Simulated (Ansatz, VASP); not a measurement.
**Be: VASP beside Ansatz**

```
Be
1.0
     2.27587    0.00000    0.00000
     0.00000    2.27587    0.00000
     0.00000    0.00000    2.27587
Be
1
Cartesian
  0.0000 0.0000 0.0000
```

Alike in both runs: task single point; functional RPBE; k mesh 16 × 16 × 16; occupations fermi-dirac, width 0.1 eV; no spin polarisation.

|  | VASP | Ansatz |
| --- | --- | --- |
| version | VASP 6.6.1 | Ansatz 0.2.0 |
| potentials or method | VASP PAW PBE potentials, release 64 (Be) | plane waves (420 eV) with PAW, scalar-relativistic |
| plane-wave cutoff (eV) | 520 | 420 |
| valence electrons in the cell | 2 | 2 |

```csv
,VASP,Ansatz,Ansatz less VASP
pressure (GPa),-6.7,-6.7,+0.03
```

Caveats: the PAW data sets were made with another functional, which shifts forces and pressure a little (VASP).
